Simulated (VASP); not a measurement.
A run of VASP 6.6.1:

INCAR

```
  PREC = Accurate
  ENCUT = 520
  EDIFF = 1E-7
  ISMEAR = 0
  SIGMA = 0.02
  LREAL = False
  LASPH = True
  NELM = 80
  ALGO = Normal
  ISIF = 3
  LWAVE = False
  LCHARG = False
  GGA = PE
  IBRION = 2
  NSW = 80
  EDIFFG = -0.002
```

KPOINTS

```
regular mesh
0
Gamma
  4 4 4
```

File POSCAR:

```
SnTe                                    
1.0
   -0.0000000000      3.2061387962      3.2061387962
    3.2061387962     -0.0000000000      3.2061387962
    3.2061387962      3.2061387962      0.0000000000
  Sn              Te            
     1     1
Direct
     0.0000000000000000    0.0000000000000000    0.0000000000000000
     0.5000000000000000    0.5000000000000000    0.5000000000000000
```

Potentials or basis: VASP PAW PBE potentials, release 64 (Sn_d, Te).

The run is started by

```sh
$ cat potpaw_PBE.64/Sn_d/POTCAR potpaw_PBE.64/Te/POTCAR > POTCAR
$ mpirun -np 1 vasp_std > vasp.out
```

Hardware: 1 thread of Intel(R) Xeon(R) Platinum 8488C (Sapphire Rapids), with other jobs on the host.

Estimate the wall time of this run.

It took 16 s on 1 thread of Intel(R) Xeon(R) Platinum 8488C (Sapphire Rapids), on a shared host, peak memory 0.19 GiB. Counts: scf iterations 14, k points 8, ion steps 1.
